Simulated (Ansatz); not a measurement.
## Band structure of Ir

```yaml
crystal:
  lattice:
    - [0.00000, 1.91970, 1.91970]
    - [1.91970, 0.00000, 1.91970]
    - [1.91970, 1.91970, 0.00000]
  atoms:
    - { symbol: Ir, position: [0.00000, 0.00000, 0.00000] }
```

The cell comes from COD entry 9008470, which wasn't checked; take it as a given geometry.

No spin–orbit coupling, which matters for the heavy atoms here.

These are results of Ansatz 0.2.0, DFT, PBE, all-electron LAPW, scalar-relativistic, not measurements.

Settings: a Γ-centred 15×15×15 k mesh, Fermi–Dirac smearing of 0.05 eV, basis error target 0.5 meV/atom, no spin polarisation.

Points in fractions of the reciprocal vectors of this cell: Γ (0, 0, 0), X (0.5, 0, 0.5), U (0.625, 0.25, 0.625), K (0.375, 0.375, 0.75), L (0.5, 0.5, 0.5), W (0.5, 0.25, 0.75). The path joins them by straight lines in the order Γ–X–U–K–Γ–L–W–X; legs that retrace an earlier one aren't tabulated. Energies are in eV from the Fermi level.

**Question.** Metal or insulator at this level of theory?

**Answer.** No gap opens: metallic or semimetallic.

**Question.** Tabulate bands 16 to 23, counted from the lowest band of the run, along the path.

**Answer.** 
```
k (1/Å)  point  band 16  band 17  band 18  band 19  band 20  band 21  band 22  band 23
   0.00      Γ   -49.42   -11.17    -3.94    -3.94    -3.94    -1.25    -1.25    13.55
   0.41          -49.46   -10.26    -4.60    -3.42    -3.42    -2.00    -0.98    15.10
   0.82          -49.56    -8.19    -5.92    -3.10    -1.94    -1.94    -0.29    17.49
   1.23          -49.67    -7.65    -7.00    -1.12     0.15     0.15     0.48    13.62
   1.64      X   -49.71    -7.97    -7.40     0.82     1.44     1.44     1.62    10.49
   1.78          -49.70    -7.89    -7.32     0.22     0.66     1.38     2.95     9.83
   1.93          -49.69    -7.66    -7.06    -0.97     0.23     1.21     4.45     8.66
   2.07          -49.67    -7.35    -6.61    -2.03    -0.34     0.93     6.02     7.39
   2.22      U   -49.65    -7.01    -6.04    -2.95    -0.94     0.56     6.21     7.65
   2.47          -49.65    -6.57    -5.71    -3.80    -1.48     0.67     6.24     7.96
   2.72          -49.67    -6.04    -5.51    -4.61    -1.81     0.81     6.73     7.58
   2.97          -49.65    -6.57    -5.71    -3.80    -1.48     0.67     6.24     7.96
   3.22      K   -49.65    -7.01    -6.04    -2.95    -0.94     0.56     6.21     7.65
   3.65          -49.56    -6.14    -4.93    -4.75    -2.29    -0.90     3.69    10.80
   4.09          -49.48    -7.82    -5.12    -3.83    -2.49    -2.43     0.80    13.70
   4.52          -49.43   -10.17    -4.47    -3.54    -3.51    -1.77    -1.10    15.19
   4.95      Γ   -49.42   -11.17    -3.94    -3.94    -3.94    -1.25    -1.25    13.55
   5.31          -49.43   -10.49    -4.26    -3.68    -3.68    -1.39    -1.39    14.66
   5.66          -49.47    -8.96    -4.45    -3.50    -3.50    -1.07    -1.07    13.40
   6.02          -49.51    -8.18    -3.85    -3.85    -2.75     0.15     0.15     9.82
   6.37      L   -49.53    -8.16    -4.05    -4.05    -0.83     0.86     0.86     7.23
   6.66          -49.54    -7.73    -4.44    -3.68    -2.19     0.76     2.59     7.00
   6.95          -49.59    -6.68    -5.30    -3.66    -2.64     0.53     5.12     6.60
   7.24          -49.67    -6.04    -5.51    -4.61    -1.81     0.81     6.73     7.58
   7.53      W   -49.72    -6.32    -4.93    -4.93    -1.87     1.44     8.10     8.97
   7.73          -49.72    -6.66    -5.99    -3.62    -1.37     1.44     7.35     8.24
   7.94          -49.71    -7.30    -6.76    -2.08    -0.36     1.44     5.47     8.72
   8.14          -49.71    -7.79    -7.24    -0.35     0.50     1.44     3.50     9.61
   8.35      X   -49.71    -7.97    -7.40     0.82     1.44     1.44     1.62    10.49
```
